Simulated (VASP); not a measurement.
# InP (F-43m) in VASP: further runs, part 2 of 2

VASP 6.6.1. The steps go on from the part before.

## Step 4: Single point, r2SCAN (volume scaled by 0.94)

POSCAR reads:

```
InP
1.0
    0.0000000000      2.8932750789      2.8932750789
    2.8932750789      0.0000000000      2.8932750789
    2.8932750789      2.8932750789      0.0000000000
In P
1 1
Direct
    0.0000000000      0.0000000000      0.0000000000
    0.2500000000      0.2500000000      0.2500000000
```

INCAR.step1 reads:

```
SYSTEM = InP
PREC = Accurate
ENCUT = 520
ISMEAR = 0
SIGMA = 0.02
LREAL = .False.
LASPH = .True.
NELM = 60
NBANDS = 16
GGA = PE
ALGO = Normal
EDIFF = 1E-4
LWAVE = .True.
LCHARG = .False.
```

INCAR.step2 reads:

```
SYSTEM = InP
PREC = Accurate
ENCUT = 520
EDIFF = 1E-7
ISMEAR = 0
SIGMA = 0.02
LREAL = .False.
LASPH = .True.
NELM = 60
ALGO = Normal
ISIF = 2
LWAVE = .False.
LCHARG = .True.
METAGGA = R2SCAN
LMIXTAU = .True.
LELF = .True.
LVHAR = .True.
NBANDS = 16
ISTART = 1
```

KPOINTS reads:

```
regular mesh
0
Gamma
  8 8 8
  0 0 0
```

Potentials or basis: VASP PAW PBE potentials, release 64 (In_d, P).

On the command line:

```console
cat potpaw_PBE.64/In_d/POTCAR potpaw_PBE.64/P/POTCAR > POTCAR
cp INCAR.step1 INCAR
mpirun -np 1 vasp_std > vasp.out
cp INCAR.step2 INCAR
mpirun -np 1 vasp_std > vasp.out
```

OUTCAR:

```text
SYSTEM = InP
   PREC = Accurate
   ENCUT = 520
   EDIFF = 1E-7
   ISMEAR = 0
   LREAL = .False.
   LASPH = .True.
   NELM = 60
   ISIF = 2
   METAGGA = R2SCAN
   ISTART = 1

 ion  position               nearest neighbor table
   1  0.000  0.000  0.000-   2 2.51   2 2.51   2 2.51   2 2.51
   2  0.250  0.250  0.250-   1 2.51   1 2.51   1 2.51   1 2.51

  LATTYP: Found a face centered cubic cell.
 ALAT       =     5.7865501578

  Lattice vectors:

 A1 = (   0.0000000000,   2.8932750789,   2.8932750789)
 A2 = (   2.8932750789,   0.0000000000,   2.8932750789)
 A3 = (   2.8932750789,   2.8932750789,   0.0000000000)

Analysis of symmetry for initial positions (statically):
=====================================================================
 Subroutine PRICEL returns:
 Original cell was already a primitive cell.

 Routine SETGRP: Setting up the symmetry group for a
 face centered cubic supercell.

 Subroutine GETGRP returns: Found 24 space group operations
 (whereof 24 operations were pure point group operations)
 out of a pool of 48 trial point group operations.

The static configuration has the point symmetry T_d .

Analysis of symmetry for dynamics (positions and initial velocities):
[... 155 lines left out ...]
  free energy    TOTEN  =       -32.25445723 eV

  energy without entropy =      -32.25445723  energy(sigma->0) =      -32.25445723

 E-fermi :   5.5442     XC(G=0): -10.0636

 val. band max:        5.4448892183   @ k =   0.0000   0.0000   0.0000
 cond. band min:       6.8375691897   @ k =   0.0000   0.0000   0.0000
 fundamental gap:      1.3926799713
 Fermi energy:         5.5441546329

 k-point     1 :       0.0000    0.0000    0.0000
  band No.  band energies     occupation
      1      -9.2921      2.00000
      2      -9.2921      2.00000
      3      -9.2921      2.00000
      4      -9.0905      2.00000
      5      -9.0905      2.00000
      6      -6.8350      2.00000
[... 433 lines left out ...]
      3      -9.2065      2.00000
      4      -9.0981      2.00000
      5      -9.0751      2.00000
      6      -4.5374      2.00000
[... 8 lines left out ...]
     15      16.8419      0.00000
     16      17.5918      0.00000

 [... further k-points ...]
[... 5 lines left out ...]
  --------------------------------------------------------------------------------------
  -------------------------------------------------------------------------------------
  Total        1.4253452      1.4253452      1.4253452     -0.0000000     -0.0000000      0.0000000
  in kB       47.1445468     47.1445468     47.1445468     -0.0000000     -0.0000000      0.0000000
  external PRESSURE =      47.1445468 kB  Pullay stress =       0.0000000 kB

 VOLUME and BASIS-vectors are now :
 -----------------------------------------------------------------------------
  energy-cutoff  :      520.00
  volume of cell :       48.44
      direct lattice vectors                 reciprocal lattice vectors
     0.000000000  2.893275079  2.893275079    -0.172814539  0.172814539  0.172814539
     2.893275079  0.000000000  2.893275079     0.172814539 -0.172814539  0.172814539
     2.893275079  2.893275079  0.000000000     0.172814539  0.172814539 -0.172814539

 POSITION                                       TOTAL-FORCE (eV/Angst)
 -----------------------------------------------------------------------------------
      0.00000      0.00000      0.00000        -0.000000     -0.000000     -0.000000
      1.44664      1.44664      1.44664         0.000000      0.000000      0.000000
 -----------------------------------------------------------------------------------
    total drift:                               -0.000001     -0.000001     -0.000001

  FREE ENERGIE OF THE ION-ELECTRON SYSTEM (eV)
  ---------------------------------------------------
  free  energy   TOTEN  =       -32.2544572272 eV

  energy  without entropy=      -32.2544572272  energy(sigma->0) =      -32.25445723
```

OSZICAR.step1:

```text
N       E                     dE             d eps       ncg     rms          rms(c)
DAV:   1     0.111706929916E+03    0.11171E+03   -0.83480E+03   928   0.129E+03
DAV:   2    -0.140433908517E+01   -0.11311E+03   -0.10828E+03  1032   0.295E+02
DAV:   3    -0.857375917093E+01   -0.71694E+01   -0.71394E+01  1256   0.744E+01
DAV:   4    -0.875548635593E+01   -0.18173E+00   -0.18166E+00  1152   0.126E+01
DAV:   5    -0.876418904717E+01   -0.87027E-02   -0.87025E-02  1400   0.235E+00    0.605E+00
DAV:   6    -0.835680682786E+01    0.40738E+00   -0.62309E-01  1464   0.135E+01    0.364E+00
DAV:   7    -0.832279865141E+01    0.34008E-01   -0.17482E-01  1384   0.349E+00    0.130E+00
DAV:   8    -0.832295467916E+01   -0.15603E-03   -0.17387E-02  1136   0.159E+00    0.382E-01
DAV:   9    -0.832354340590E+01   -0.58873E-03   -0.13333E-03  1184   0.377E-01    0.171E-01
DAV:  10    -0.832369283938E+01   -0.14943E-03   -0.26938E-04  1120   0.249E-01    0.102E-01
DAV:  11    -0.832376810646E+01   -0.75267E-04   -0.14114E-04  1088   0.114E-01
   1 F= -.83237681E+01 E0= -.83237681E+01  d E =-.389266E-25
```

It took 46 s on 1 thread of Intel Xeon 6975P-C (Granite Rapids), shared host; peak memory 0.18 GiB.

Results:

* Free energy: -32.2545 eV
* Pressure: 4.7 GPa
* Band gap on the k mesh: 1.39 eV, direct

Caveat: the PAW data sets were made with another functional, which shifts forces and pressure a little; spin-orbit coupling is left out, which moves the levels of the heavy elements.

## Step 5: Single point, r2SCAN (volume scaled by 0.97)

POSCAR reads:

```
InP
1.0
    0.0000000000      2.9237328443      2.9237328443
    2.9237328443      0.0000000000      2.9237328443
    2.9237328443      2.9237328443      0.0000000000
In P
1 1
Direct
    0.0000000000      0.0000000000      0.0000000000
    0.2500000000      0.2500000000      0.2500000000
```

INCAR.step1 reads:

```
SYSTEM = InP
PREC     = Accurate       ! precision mode
ENCUT    = 520            ! plane-wave cutoff, eV
ISMEAR   = 0              ! smearing method
SIGMA    = 0.02           ! smearing width, eV
LREAL    = .FALSE.        ! projectors in reciprocal space
LASPH    = .TRUE.         ! aspherical terms in the spheres
NELM     = 60             ! most SCF steps
NBANDS   = 16             ! bands
GGA      = PE             ! functional
ALGO     = Normal         ! electronic algorithm
EDIFF    = 1E-4           ! SCF threshold, eV
LWAVE    = .TRUE.         ! write WAVECAR
LCHARG   = .FALSE.        ! write CHGCAR
```

INCAR.step2 reads:

```
SYSTEM = InP
PREC     = Accurate       ! precision mode
ENCUT    = 520            ! plane-wave cutoff, eV
EDIFF    = 1E-7           ! SCF threshold, eV
ISMEAR   = 0              ! smearing method
SIGMA    = 0.02           ! smearing width, eV
LREAL    = .FALSE.        ! projectors in reciprocal space
LASPH    = .TRUE.         ! aspherical terms in the spheres
NELM     = 60             ! most SCF steps
ALGO     = Normal         ! electronic algorithm
ISIF     = 2              ! what is computed and relaxed
LWAVE    = .FALSE.        ! write WAVECAR
LCHARG   = .FALSE.        ! write CHGCAR
METAGGA  = R2SCAN         ! meta-GGA
LMIXTAU  = .TRUE.       
NBANDS   = 16             ! bands
ISTART   = 1
```

KPOINTS reads:

```
Automatic mesh
0
G
  8 8 8
  0 0 0
```

On the command line:

```console
cat potpaw_PBE.64/In_d/POTCAR potpaw_PBE.64/P/POTCAR > POTCAR
cp INCAR.step1 INCAR
mpirun -np 1 vasp_std > vasp.out
cp INCAR.step2 INCAR
mpirun -np 1 vasp_std > vasp.out
```

Wall time 37 s (1 thread of Intel Xeon 6975P-C (Granite Rapids), shared host); peak memory 0.19 GiB.

Results (log left out):

```
Free energy            : -32.2876 eV
Pressure               : 2.1 GPa
Band gap on the k mesh : 1.21 eV, direct
```

Levels at points of the mesh, in eV from the valence-band top:
```csv
k point,band 7,band 8,band 9,band 10,band 11,band 12
"(0.00, 0.00, 0.00)",0.00,0.00,0.00,1.21,4.44,4.44
"(0.50, 0.00, 0.00)",-5.92,-1.02,-1.02,1.88,5.16,5.16
"(0.50, 0.50, 0.00)",-5.91,-2.44,-2.43,2.00,2.55,9.94
```

Caveat: the PAW data sets were made with another functional, which shifts forces and pressure a little; spin-orbit coupling is left out, which moves the levels of the heavy elements.

## Step 6: Summary

| cell | smearing | gap on the mesh (eV) | pressure (GPa) |
| --- | --- | --- | --- |
| a = 4.177 Å, angles 60.0°, 2 atoms | gaussian 0.02 eV | 1.03 | -0.1 |
| a = 4.177 Å, angles 60.0°, 2 atoms | gaussian 0.05 eV | 1.03 | -0.1 |
| a = 4.092 Å, angles 60.0°, 2 atoms | gaussian 0.02 eV | 1.39 | 4.7 |
| a = 4.135 Å, angles 60.0°, 2 atoms | gaussian 0.02 eV | 1.21 | 2.1 |

Alike in all rows: task single point; level r2SCAN; potentials or basis VASP PAW PBE potentials, release 64 (In_d, P); no spin polarisation; k mesh 8 × 8 × 8; cutoff (eV) 520.

Caveats: the PAW data sets were made with another functional, which shifts forces and pressure a little; spin-orbit coupling is left out, which moves the levels of the heavy elements.

Total energies depend on the potentials used, so only differences within one code and one set of settings carry meaning.

## Step 7: How close it comes

Step 2. Measured gap of InP: 1.4236 eV (direct; 1.6 K; a printed reference work, data compilation). This calculation gives 1.03 eV (-0.39 eV). Spin-orbit coupling on In is left out. The value is that of r2SCAN, without temperature or zero-point motion.

Step 3. Against the measured gap of InP, 1.4236 eV (direct; 1.6 K; a printed reference work, data compilation), the calculated 1.03 eV is off by -0.39 eV. Spin-orbit coupling on In is left out. The value is that of r2SCAN, without temperature or zero-point motion.
